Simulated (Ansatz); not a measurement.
TiC:

```
Ti C
1.0
     0.00000    2.16572    2.16572
     2.16572    0.00000    2.16572
     2.16572    2.16572    0.00000
Ti C
1 1
Direct
  0.00000 0.00000 0.00000
  0.50000 0.50000 0.50000
```

The cell is a database's computed one.

- Program: Ansatz 0.2.0
- Task: single point
- Functional: PBE
- Potentials or basis: Ansatz PAW
- Cutoff: 420 eV (not typed: the program's choice for these potentials)
- k mesh: 11 × 11 × 11
- Occupations: fermi-dirac, width 0.05 eV
- Spin: no spin polarisation

On this cell: pressure 0.3 GPa; largest force zero by symmetry; band gap on the k mesh none (metal or under the smearing width).

The same run follows on a disturbed copy (atoms moved at random, drawn with an rms of 0.05 Å):

```
CELL_PARAMETERS angstrom
0.00000 2.16572 2.16572
2.16572 0.00000 2.16572
2.16572 2.16572 0.00000
ATOMIC_POSITIONS crystal
Ti 0.98208 0.02153 0.99282
C 0.48439 0.50743 0.51417
```

Task: What does the disturbed cell give?

Result: The energy (extrapolated to zero smearing) moves by +8.3 meV/atom; pressure 0.7 GPa; largest force 0.548 eV/Å; band gap on the k mesh none (metal or under the smearing width).

Forces in eV/Å, atoms in the order of the input:
```
Ti   0.146  0.472 -0.238
C   -0.146 -0.472  0.238
```

Stress tensor (GPa, compression positive):
```
 0.44 -0.13  0.07
-0.13  1.12  0.21
 0.07  0.21  0.56
```
